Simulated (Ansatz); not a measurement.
Runs of Ansatz 0.2.0 on NiO. Symmetry: Fm-3m, No. 225, cubic system. The conventional cell has a = 4.172 Å, b = 4.172 Å, c = 4.172 Å, α = 90.00°, β = 90.00°, γ = 90.00°. Around Ni (site symmetry m-3m) lie 6 O at 2.09 Å. O (site symmetry m-3m) is surrounded by 6 Ni at 2.09 Å. 

| task | level | spin | cell | k mesh | cutoff (eV) | smearing | gap on the mesh (eV) | pressure (GPa) | moment (μB) | relaxed volume (Å³/atom) |
| --- | --- | --- | --- | --- | --- | --- | --- | --- | --- | --- |
| elastic constants | LDA | collinear, ferromagnetic start | as given | 8 × 8 × 8 | 404 | fermi-dirac 0.05 eV | none | -19.0 | 0.72 | - |
| phonons | PBEsol | collinear, ferromagnetic start | as given | 8 × 8 × 8 | 404 | fermi-dirac 0.05 eV | none | - | (c) | - |
| relaxation of cell and atoms | BLYP+D3(BJ) | collinear, ferromagnetic start | relaxed | 11 × 11 × 11 | - | fermi-dirac 0.05 eV | - | 0.0 | (a) | 9.37 |
| single point | PBEsol | collinear, ferromagnetic start | as given | 11 × 11 × 11 | 378 | fermi-dirac 0.05 eV | none | (b) | 1.48 | - |
| single point | PBE | collinear, ferromagnetic start | as given | 11 × 11 × 11 | 378 | gaussian 0.028 eV | none | 6.6 | 1.82 | - |
| single point | PBE | collinear, ferromagnetic start | as given | 11 × 11 × 11 | 378 | gaussian 0.027 eV | none | 6.6 | 1.82 | - |
| single point | PBEsol | off | as given | 11 × 11 × 11 | 378 | fermi-dirac 0.05 eV | none | -11.7 | - | - |
| relaxation of cell and atoms | RPBE+D3(BJ) | collinear, ferromagnetic start | relaxed | 11 × 11 × 11 | - | fermi-dirac 0.05 eV | - | 0.0 | 1.85 | 9.02 |

Alike in all rows: potentials or basis all-electron LAPW, scalar-relativistic; basis error allowed 0.001 eV/atom.

**Question.** Fill in the values left out.

**Answer.** (a) 1.81; (b) -6.8; (c) 1.58.

Caveats: a cell with one magnetic atom can't hold antiferromagnetic order, which such compounds often take (some runs); semilocal functionals often make such compounds metallic where correlation or magnetic order opens a gap, which also shifts bond lengths (some runs); the k mesh is thin for a metal, which can move the energy by tens of meV per atom (some runs); a metal's response needs a denser mesh (some runs); the cell is more than 3 GPa from zero pressure, which shifts response properties (some runs); elastic constants of metals need much finer meshes, so these are rough (some runs); so large a pressure means that the cell lies far from this level's equilibrium, or that cutoff or potentials fall short (some runs).

A gap of «none» marks a metal or a gap under the smearing width.
